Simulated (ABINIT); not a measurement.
The system is Hg.

```
Hg
1.0
    -1.87674    1.87674    1.91684
     1.87674   -1.87674    1.91684
     1.87674    1.87674   -1.91684
Hg
1
Direct
  0.50000 0.50000 0.00000
```

| Item | Value |
| --- | --- |
| Program | ABINIT 10.8.3 (patched build) |
| Task | single point |
| Functional | PBE |
| Potentials or basis | JTH PAW PBE v2.0 |
| Cutoff | 517 eV |
| k mesh | 10 × 10 × 10 |
| Occupations | fermi-dirac, width 0.05 eV |
| Spin | no spin polarisation |

On this cell: pressure 1.4 GPa; band gap on the k mesh none (metal or under the smearing width).

The same run follows on a disturbed copy (cell strained at random at fixed volume):

```
CELL_PARAMETERS angstrom
-1.91296 1.85608 1.92149
1.87501 -1.89581 1.92322
1.89161 1.87446 -1.96038
ATOMIC_POSITIONS crystal
Hg 0.49875 0.49348 0.99515
```

Question: What does the disturbed cell give?

Answer: The energy (extrapolated to zero smearing) moves by +0.1 meV/atom; pressure 1.4 GPa; band gap on the k mesh none (metal or under the smearing width).

Stress tensor (GPa, compression positive):
```
1.43 0.04 0.14
0.04 1.21 0.14
0.14 0.14 1.51
```
